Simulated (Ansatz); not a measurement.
The system is AlN.

```xyz
2
Lattice="0.0000 2.1840 2.1840 2.1840 0.0000 2.1840 2.1840 2.1840 0.0000" Properties=species:S:1:pos:R:3 pbc="T T T"
Al    0.0000    0.0000    0.0000
N     1.0920    1.0920    1.0920
```

Measurements of this composition are mostly on another form, of space group No. 186.

Base run:

* Program: Ansatz 0.2.0
* Functional: PBEsol
* Potentials or basis: all-electron PAW datasets made for the crystal
* Cutoff: 360 eV
* Density cutoff: 2520 eV
* k mesh: 8 × 8 × 8
* Occupations: fermi-dirac, width 0.05 eV
* Spin: no spin polarisation

Its results: band gap on the k mesh 3.19 eV, indirect (least direct gap 4.13 eV); pressure 1.2 GPa.

The run is repeated on the same cell with these changes: functional from PBEsol to PBE. What comes out?

Band gap on the k mesh 3.32 eV, indirect (least direct gap 4.19 eV); pressure 4.8 GPa.

PBE binds less tightly than PBEsol, so the same cell stands under more pressure.

A k mesh can miss the band edges.

Not every run made on this cell is shown here.
